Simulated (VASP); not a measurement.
# K (P-1) in VASP: single point with PBE-based screened hybrid

Aim: the single point of K with PBE-based screened hybrid.

Everything below comes from runs of VASP 6.6.1. Logs are shortened: lines on timing, memory, paths and dates and some standing lists are left out, and cuts for length are marked.

## (1) The cell of the first run

The typed cell holds 1 atom: a = 4.623 Å, b = 4.593 Å, c = 4.711 Å, α = 109.68°, β = 108.42°, γ = 108.67°.

## (2) Single point, PBE-based screened hybrid (cell strained at random at fixed volume)

POSCAR

```
K
1.0
   -2.6162930000      2.6909390000      2.6995500000
    2.6280530000     -2.6536910000      2.6740620000
    2.7292590000      2.7666560000     -2.6623020000
K
1
Direct
    0.0000000000      0.0000000000      0.0000000000
```

INCAR.step1

```
PREC = Accurate
ENCUT = 520
EDIFF = 1E-5
ISMEAR = 0
SIGMA = 0.05
LREAL = False
LASPH = True
NELM = 60
ALGO = Normal
ISIF = 2
LWAVE = True
NBANDS = 10
GGA = PE
```

INCAR.step2

```
PREC = Accurate
ENCUT = 520
EDIFF = 1E-6
ISMEAR = 0
SIGMA = 0.05
LREAL = False
LASPH = True
NELM = 60
ALGO = Normal
ISIF = 2
LWAVE = False
LCHARG = True
GGA = PE
LHFCALC = True
AEXX = 0.25
HFSCREEN = 0.3
PRECFOCK = Normal
LELF = True
LVHAR = True
NBANDS = 10
ISTART = 1
```

KPOINTS

```
regular mesh
0
Gamma
  5 5 5
```

Potentials or basis: VASP PAW PBE potentials, release 64 (K_sv).

Launch:

```sh
$ cat potpaw_PBE.64/K_sv/POTCAR > POTCAR
$ cp INCAR.step1 INCAR
$ mpirun -np 1 vasp_std > vasp.out
$ cp INCAR.step2 INCAR
$ mpirun -np 1 vasp_std > vasp.out
```

OUTCAR:

```text
PREC = Accurate
   ENCUT = 520
   EDIFF = 1E-6
   ISMEAR = 0
   LREAL = False
   LASPH = True
   NELM = 60
   ISIF = 2
   GGA = PE
   LHFCALC = True
   AEXX = 0.25
   HFSCREEN = 0.3
   PRECFOCK = Normal
   ISTART = 1

 ion  position               nearest neighbor table
   1  0.000  0.000  0.000-

  LATTYP: Found a triclinic cell.
 ALAT       =     7.6060324523
 B/A-ratio  =     0.6039157050
 C/A-ratio  =     1.0140285112
 COS(alpha) =     0.0060728271
 COS(beta)  =     0.5222098304
 COS(gamma) =     0.8046468897

  Lattice vectors:

 A1 = (  -5.3690720000,  -0.1502130000,  -5.3853720000)
 A2 = (  -2.6280530000,   2.6536910000,  -2.6740620000)
 A3 = (  -0.1247260000,  -5.4948430000,  -5.4108600000)

Analysis of symmetry for initial positions (statically):
=====================================================================
 Subroutine PRICEL returns:
 Original cell was already a primitive cell.

 Routine SETGRP: Setting up the symmetry group for a
 triclinic supercell.

 Subroutine GETGRP returns: Found  2 space group operations
 (whereof  2 operations were pure point group operations)
 out of a pool of  2 trial point group operations.

The static configuration has the point symmetry S_2 .

Analysis of symmetry for dynamics (positions and initial velocities):
=====================================================================
 Subroutine PRICEL returns:
 Original cell was already a primitive cell.

 Routine SETGRP: Setting up the symmetry group for a
 triclinic supercell.

 Subroutine GETGRP returns: Found  2 space group operations
 (whereof  2 operations were pure point group operations)
 out of a pool of  2 trial point group operations.

The dynamic configuration has the point symmetry S_2 .

 Subroutine INISYM returns: Found  2 space group operations
 (whereof  2 operations are pure point group operations),
 and found     1 'primitive' translations

----------------------------------------------------------------------------------------

                                     Primitive cell

  volume of cell :      78.5186

  direct lattice vectors                    reciprocal lattice vectors
    -2.616293000  2.690939000  2.699550000    -0.004244635  0.182057208  0.184841900
     2.628053000 -2.653691000  2.674062000     0.186361155 -0.005125015  0.185722246
     2.729259000  2.766656000 -2.662302000     0.182880334  0.179456699 -0.001644160

  length of vectors
     4.623171202  4.593402451  4.710742197     0.259479039  0.263152995  0.256227685

  position of ions in fractional coordinates (direct lattice)
     0.000000000  0.000000000  0.000000000

  ion indices of the primitive-cell ions
   primitive index   ion index
                 1           1

----------------------------------------------------------------------------------------

 KPOINTS: regular mesh

Automatic generation of k-mesh.
 Grid dimensions read from file:
 generate k-points for:    5    5    5

 Generating k-lattice:

  Cartesian coordinates                     Fractional coordinates (reciprocal lattice)
    -0.000848927  0.036411442  0.036968380     0.200000000  0.000000000  0.000000000
     0.037272231 -0.001025003  0.037144449    -0.000000000  0.200000000 -0.000000000
     0.036576067  0.035891340 -0.000328832     0.000000000 -0.000000000  0.200000000

  Length of vectors
     0.051895808  0.052630599  0.051245537

  Shift w.r.t. Gamma in fractional coordinates (k-lattice)
     0.000000000  0.000000000  0.000000000

 Subroutine IBZKPT returns following result:
 ===========================================

 Found     63 irreducible k-points:

 Following reciprocal coordinates:
            Coordinates               Weight
  0.000000  0.000000  0.000000      1.000000
  0.200000  0.000000  0.000000      2.000000
  0.400000  0.000000  0.000000      2.000000
  0.000000  0.200000 -0.000000      2.000000
  0.200000  0.200000 -0.000000      2.000000
  0.400000  0.200000  0.000000      2.000000
[... 16 lines left out ...]
 -0.200000  0.200000  0.200000      2.000000
  0.000000  0.400000  0.200000      2.000000
 [... further k-points ...]
   k-points           NKPTS =     63   k-points in BZ     NKDIM =    125   number of bands    NBANDS=     10
   number of dos      NEDOS =    301   number of ions     NIONS =      1
   total plane-waves  NPLWV =  46656
   dimension x,y,z NGX =    36 NGY =   36 NGZ =   36
   dimension x,y,z NGXF=    72 NGYF=   72 NGZF=   72
   ions per type =               1
   NGX,Y,Z   is equivalent  to a cutoff of  12.95, 13.03, 12.70 a.u.
   NGXF,Y,Z  is equivalent  to a cutoff of  25.89, 26.06, 25.41 a.u.
 SYSTEM =  unknown system
   PREC   = accura    normal or accurate (medium, high low for compatibility)
   ISTART =      1    job   : 0-new  1-cont  2-samecut
   ICHARG =      0    charge: 1-file 2-atom 10-const
   ISPIN  =      1    spin polarized calculation?
   LNONCOLLINEAR =      F non collinear calculations
   LSORBIT =      F    spin-orbit coupling
   LASPH  =      T    aspherical Exc in radial PAW
   ENCUT  =  520.0 eV  38.22 Ry    6.18 a.u.   8.60  8.54  8.76*2*pi/ulx,y,z
   NELM   =     60;   NELMIN=  2; NELMDL=  0     # of ELM steps
   EDIFF  = 0.1E-05   stopping-criterion for ELM
   LREAL  =      F    real-space projection
   EDIFFG = 0.1E-04   stopping-criterion for IOM
   NSW    =      0    number of steps for IOM
   IBRION =     -1    ionic relax: 0-MD 1-quasi-New 2-CG
   NFREE  =      0    steps in history (QN), initial steepest desc. (CG)
   ISIF   =      2    stress and relaxation
   ISYM   =      3    0-nonsym 1-usesym 2-fastsym
   POTIM  = 0.5000    time-step for ionic-motion
   TEBEG  =    0.0;   TEEND  =   0.0 temperature during run
   PSTRESS=    0.0 pullay stress
   NELECT =       9.0000    total number of electrons
   NUPDOWN=      -1.0000    fix difference up-down
   EMIN   =  10.00;   EMAX   =-10.00  energy-range for DOS
   EFERMI =   0.00;   METHOD = LEGACY
   ISMEAR =     0;   SIGMA  =   0.05  broadening in eV -4-tet -1-fermi 0-gaus
   EFERMI_NEDOS =   21; number of points for ismear=-14 and -15
   IALGO  =     38    algorithm
   IMIX   =      1    mixing-type and parameters
     AMIX     =   0.40;   BMIX     =  1.00
     AMIX_MAG =   1.60;   BMIX_MAG =  1.00
  volume/ion in A,a.u.               =      78.52       529.87
  Fermi-wavevector in a.u.,A,eV,Ry     =   0.795240  1.502785  8.604412  0.632406
  Thomas-Fermi vector in A             =   1.901529
   LORBIT       =      0    0 simple, 1 ext, 2 COOP (PROOUT), +10 PAW based schemes
   GGA     = PE    functional components
   LHFCALC =     T    Hartree Fock is set to
   PRECFOCK=normal    Normal, Fast or Accurate (Low or Medium for compatibility)
   ENCUT4O =  -1.0   cutoff for four orbital integrals eV
   NKREDX  =     1    reduce k-point grid by
   NKREDY  =     1    reduce k-point grid by
   NKREDZ  =     1    reduce k-point grid by
   AEXX    =    0.2500 exact exchange contribution
   HFSCREEN=    0.3000 screening length (either q_TF or 0.3 A-1)
   HFSCREENC=   0.3000 screening length for correlation (either q_TF or 0.3 A-1)
   ENCUTFOCK=  -1.0 apply spherical cutoff to Coloumb kernel
   IVDW    =     0    specifies the selected vdW correction
   LEPSILON=     F    determine dielectric tensor
   LRPA    =     F    only Hartree local field effects (RPA)
 non-spin polarized calculation
 Gauss-broadening in eV      SIGMA  =   0.05
  energy-cutoff  :      520.00
  volume of cell :       78.52
 maximum number of plane-waves:      2130
 NGX is ok and might be reduce to    36
  NGX = 28; NGY = 28; NGZ = 28

 number of electron       9.0000000 magnetization

 Free energy of the ion-electron system (eV)
  ---------------------------------------------------
  ext. energy  EPLUGINS =         0.00000000
  ---------------------------------------------------
  free energy    TOTEN  =        -1.08387124 eV

  energy without entropy =       -1.08120564  energy(sigma->0) =       -1.08253844

 E-fermi :  -0.1593     XC(G=0):  -4.8639

 val. band max:       -0.1625113756   @ k =  -0.2000   0.2000   0.4000
 cond. band min:      -0.1398506369   @ k =  -0.4000  -0.2000   0.2000
 fundamental gap:      0.0226607387
 Fermi energy:        -0.1593464405

 k-point     1 :       0.0000    0.0000    0.0000
  band No.  band energies     occupation
      1     -35.2486      2.00000
      2     -17.3562      2.00000
      3     -17.3561      2.00000
      4     -17.3559      2.00000
      5      -2.4860      2.00000
      6       4.3841      0.00000
      7       4.4124      0.00000
      8       4.6006      0.00000
      9       5.3668      0.00000
     10       5.4746      0.00000

 k-point     2 :       0.2000    0.0000    0.0000
  band No.  band energies     occupation
      1     -35.2476      2.00000
      2     -17.3745      2.00000
      3     -17.3616      2.00000
      4     -17.3559      2.00000
      5      -1.9843      2.00000
      6       3.3304      0.00000
      7       3.9318      0.00000
      8       4.8652      0.00000
      9       5.1815      0.00000
     10       5.3501      0.00000

 k-point     3 :       0.4000    0.0000    0.0000
  band No.  band energies     occupation
      1     -35.2460      2.00000
      2     -17.4038      2.00000
      3     -17.3704      2.00000
      4     -17.3557      2.00000
      5      -0.6045      2.00000
      6       1.3188      0.00000
      7       3.3779      0.00000
      8       5.0847      0.00000
      9       5.4891      0.00000
     10       5.8943      0.00000

 k-point     4 :       0.0000    0.2000   -0.0000
  band No.  band energies     occupation
      1     -35.2475      2.00000
      2     -17.3752      2.00000
      3     -17.3619      2.00000
      4     -17.3562      2.00000
      5      -1.9682      2.00000
      6       3.4361      0.00000
      7       3.8607      0.00000
      8       4.7948      0.00000
      9       5.2337      0.00000
     10       5.2536      0.00000

 k-point     5 :       0.2000    0.2000   -0.0000
  band No.  band energies     occupation
      1     -35.2463      2.00000
      2     -17.3894      2.00000
      3     -17.3729      2.00000
      4     -17.3609      2.00000
      5      -1.0401      2.00000
      6       2.3955      0.00000
      7       2.8846      0.00000
      8       4.8985      0.00000
      9       5.0167      0.00000
     10       5.9907      0.00000

 k-point     6 :       0.4000    0.2000    0.0000
  band No.  band energies     occupation
      1     -35.2453      2.00000
      2     -17.4021      2.00000
      3     -17.3803      2.00000
      4     -17.3617      2.00000
      5       0.5920      0.00000
      6       0.6548      0.00000
      7       2.5068      0.00000
      8       4.4737      0.00000
      9       5.4544      0.00000
     10       5.8281      0.00000
[... 183 lines left out ...]
 k-point    21 :       0.4000    0.2000    0.2000
  band No.  band energies     occupation
      1     -35.2454      2.00000
      2     -17.3989      2.00000
      3     -17.3742      2.00000
      4     -17.3709      2.00000
      5       0.3324      0.00000
      6       1.7126      0.00000
      7       1.8513      0.00000
      8       3.4004      0.00000
      9       5.9572      0.00000
     10       6.0332      0.00000

 k-point    22 :      -0.4000    0.2000    0.2000
  band No.  band energies     occupation
      1     -35.2459      2.00000
      2     -17.3978      2.00000
      3     -17.3708      2.00000
      4     -17.3606      2.00000
      5      -0.9622      2.00000
      6       2.4457      0.00000
      7       2.9153      0.00000
      8       4.8347      0.00000
      9       4.9172      0.00000
     10       5.9113      0.00000

 k-point    23 :      -0.2000    0.2000    0.2000
  band No.  band energies     occupation
      1     -35.2465      2.00000
      2     -17.3779      2.00000
      3     -17.3694      2.00000
      4     -17.3679      2.00000
      5      -1.4648      2.00000
      6       3.3442      0.00000
      7       3.6640      0.00000
      8       3.7272      0.00000
      9       5.0414      0.00000
     10       5.8872      0.00000

 k-point    24 :       0.0000    0.4000    0.2000
  band No.  band energies     occupation
      1     -35.2453      2.00000
      2     -17.4042      2.00000
      3     -17.3791      2.00000
      4     -17.3608      2.00000
      5       0.6213      0.00000
      6       0.7237      0.00000
      7       2.3047      0.00000
      8       4.5374      0.00000
      9       5.5520      0.00000
     10       5.9118      0.00000

 [... further k-points ...]
[... 5 lines left out ...]
  --------------------------------------------------------------------------------------
  -------------------------------------------------------------------------------------
  Total       -0.1283553      0.0529062     -0.1386066     -0.0338043     -0.0063940     -0.0037627
  in kB       -2.6190982      1.0795541     -2.8282766     -0.6897791     -0.1304693     -0.0767784
  external PRESSURE =      -1.4559402 kB  Pullay stress =       0.0000000 kB

 VOLUME and BASIS-vectors are now :
 -----------------------------------------------------------------------------
  energy-cutoff  :      520.00
  volume of cell :       78.52
      direct lattice vectors                 reciprocal lattice vectors
    -2.616293000  2.690939000  2.699550000    -0.004244635  0.182057208  0.184841900
     2.628053000 -2.653691000  2.674062000     0.186361155 -0.005125015  0.185722246
     2.729259000  2.766656000 -2.662302000     0.182880334  0.179456699 -0.001644160

 POSITION                                       TOTAL-FORCE (eV/Angst)
 -----------------------------------------------------------------------------------
      0.00000      0.00000      0.00000         0.000000      0.000000      0.000000
 -----------------------------------------------------------------------------------
    total drift:                                0.000000      0.000000      0.000000

  FREE ENERGIE OF THE ION-ELECTRON SYSTEM (eV)
  ---------------------------------------------------
  free  energy   TOTEN  =        -1.0838712356 eV

  energy  without entropy=       -1.0812056424  energy(sigma->0) =       -1.08253844
```

It took 29 min on 1 thread of Intel Xeon Platinum 8488C (Sapphire Rapids), shared host; peak memory 0.34 GiB.

What came out:

| Quantity | Value |
| --- | --- |
| Free energy | -1.0839 eV |
| Pressure | -0.1 GPa |
| Band gap on the k mesh | none (metal or under the smearing width) |

Stress tensor (GPa, compression positive):
```
-0.26 -0.07 -0.01
-0.07  0.11 -0.01
-0.01 -0.01 -0.28
```

Caveat: the PAW data sets were made with another functional, which shifts forces and pressure a little.
